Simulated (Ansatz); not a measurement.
# CdS, space group P6_3mc: a frozen displacement of one atom

Computed with Ansatz's Python interface.

Input file `cds.extxyz`:
```text
4
Lattice="4.15 0.0 0.0 -2.075 3.59400543 0.0 0.0 0.0 6.737" Properties=species:S:1:pos:R:3 pbc="T T T"
Cd   -0.00000000    2.39600362    0.00000000
Cd    2.07500000    1.19800181    3.36850000
S    -0.00000000    2.39600362    2.52637500
S     2.07500000    1.19800181    5.89487500
```

Script `cds_push.py`:
```python
"""Frozen displacement of one atom in CdS."""

import ansatz as az
import numpy as np

FUNCTIONAL = "PBE"
CUTOFF = 450
MESH = (6, 6, 4)
FILLING = "Fixed"

system = az.Crystal.from_extxyz("cds.extxyz")

inverse = np.linalg.inv(np.array(system.lattice.vectors))
home = np.array(system.sites[0].position)
values = np.linspace(-0.05, 0.05, 5)
energies, pulls = [], []
for shift in values:
    moved = system.move(0, to=home + shift * inverse[0])
    calculation = (
        moved.calculation()
        .functional(FUNCTIONAL)
        .basis(CUTOFF)
        .kpoints(*MESH, center="gamma")
        .occupations(FILLING)
        .forces()
    )
    report = calculation.run().report
    energies.append(report["free_energy_ev"])
    pulls.append(report["forces_ev_ang"][0][0])

# the force is minus the slope of the free energy
print("shift (A)   dE (eV)   force along x (eV/A)")
for shift, e, f in zip(values, energies, pulls):
    print(f"{shift:8.3f} {e - energies[2]:10.5f} {f:12.4f}")
print(f"stiffness from energies {2 * np.polyfit(values, energies, 2)[0]:.3f}, from forces {-np.polyfit(values, pulls, 1)[0]:.3f} eV/A^2")
```

```console
$ python cds_push.py
shift (A)   dE (eV)   force along x (eV/A)
  -0.050    0.00599       0.2403
  -0.025    0.00150       0.1197
   0.000    0.00000       0.0000
   0.025    0.00150      -0.1197
   0.050    0.00599      -0.2403
stiffness from energies 4.796, from forces 4.802 eV/A^2
```

The curvature of the energy gives 4.796 eV/Å² and the slope of the force 4.802 eV/Å², a positive curvature.

Notes:
- The structure is a deposited one; some such entries were measured under pressure or heat, so a shift against it needn't be the functional's error alone.
- All periodic images of the atom move with it, so the curvature is one diagonal element of the zone-centre force constants and no normal mode; a positive value doesn't exclude soft modes in which several atoms move.
- Run time: 78 s on 1 thread of Arm Neoverse V1 (shared host), peak memory 0.51 GiB.
